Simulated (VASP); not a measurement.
# TiB2: relaxation of cell and atoms with PBE

Crystal: TiB2.

```
Ti B
1.0
     3.02920    0.00000    0.00000
    -1.51460    2.62336    0.00000
     0.00000    0.00000    3.22840
Ti B
1 2
Direct
  0.00000 0.00000 0.00000
  0.33333 0.66667 0.50000
  0.66667 0.33333 0.50000
```

```
Program                : VASP 6.6.1
Task                   : relaxation of cell and atoms
Functional             : PBE
Potentials or basis    : VASP PAW PBE potentials, release 64 (Ti_sv, B)
Cutoff                 : 520 eV
k mesh                 : 15 × 15 × 14
Occupations            : gaussian, width 0.1 eV
Spin                   : no spin polarisation
Further INCAR settings : ALGO = Normal; EDIFF = 1e-07; IBRION = 2; EDIFFG = -0.002; NSW = 80; ISIF = 3
```

- Relaxed volume: 8.56 Å³/atom
- Relaxed cell: a = 3.033 Å, b = 3.033 Å, c = 3.225 Å, α = 90.00°, β = 90.00°, γ = 120.00°
- Space group after relaxing (to 0.05 Å): P6/mmm (No. 191)
- Energy gained by relaxing: 0.1 meV/atom
- Ionic steps: 5
- Pressure after relaxing: 0.0 GPa
- Band gap on the k mesh: none (metal or under the smearing width)

Step by step:
```csv
step,energy change (eV),largest force (eV/Å),pressure (GPa),volume (Å³)
1,0.0000,0.0000,0.41,25.66
2,-0.0001,0.0000,-0.46,25.74
3,-0.0001,0.0000,-0.16,25.70
4,-0.0002,0.0000,0.02,25.68
5,-0.0002,0.0000,0.01,25.69
```

Final structure:
```
Ti B
1.0
     3.03275    0.00000    0.00000
    -1.51637    2.62644    0.00000
     0.00000    0.00000    3.22466
Ti B
1 2
Cartesian
  0.0000 0.0000 0.0000
  0.0000 1.7510 1.6123
  1.5164 0.8755 1.6123
```

Levels at points of the mesh, in eV from the Fermi level:
```tsv
k point	band 7	band 8	band 9	band 10	band 11	band 12
(0.00, 0.00, 0.00)	-2.64	-2.33	-2.13	1.86	1.86	3.63
(0.00, 0.00, 0.50)	-0.59	-0.59	-0.22	-0.22	0.41	0.41
```

Wall time 61 s on 1 thread of Intel(R) Xeon(R) 6975P-C (Granite Rapids) (shared host), peak memory 0.2 GiB.
